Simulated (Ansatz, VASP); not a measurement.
MgO in VASP and in Ansatz

```
CELL_PARAMETERS angstrom
0.01334 2.13515 2.13515
2.13515 0.01334 2.13515
2.14849 2.14849 0.00000
ATOMIC_POSITIONS crystal
Mg 0.00000 0.00000 0.00000
O 0.50000 0.50000 0.50000
```

Change from the starting cell: strain +0.0125 x Voigt [0, 0, 0, 0, 0, 1], atoms carried along.

Alike in both runs: task single point; functional PBE; k mesh 10 × 10 × 10; occupations gaussian, width 0.05 eV; no spin polarisation.

|  | VASP | Ansatz |
| --- | --- | --- |
| version | VASP 6.6.1 | Ansatz 0.2.0 |
| potentials or method | VASP PAW PBE potentials, release 64 (Mg, O) | scalar-relativistic, plane waves, PAW |
| plane-wave cutoff (eV) | 520 | 420 |
| valence electrons in the cell | 8 | 16 |

|  | VASP | Ansatz | Ansatz less VASP |
| --- | --- | --- | --- |
| gap on the k mesh at the Fermi level (eV) | 4.29 | 4.31 | +0.018 |
| least direct gap on the mesh (eV) | 4.29 | 4.31 | +0.018 |
| pressure (GPa) | -2.4 | -1.7 | +0.75 |
| largest component of the traceless stress (GPa) | 1.76 | 1.74 | -0.013 |

The two sets of potentials don't hold the same shells in valence.
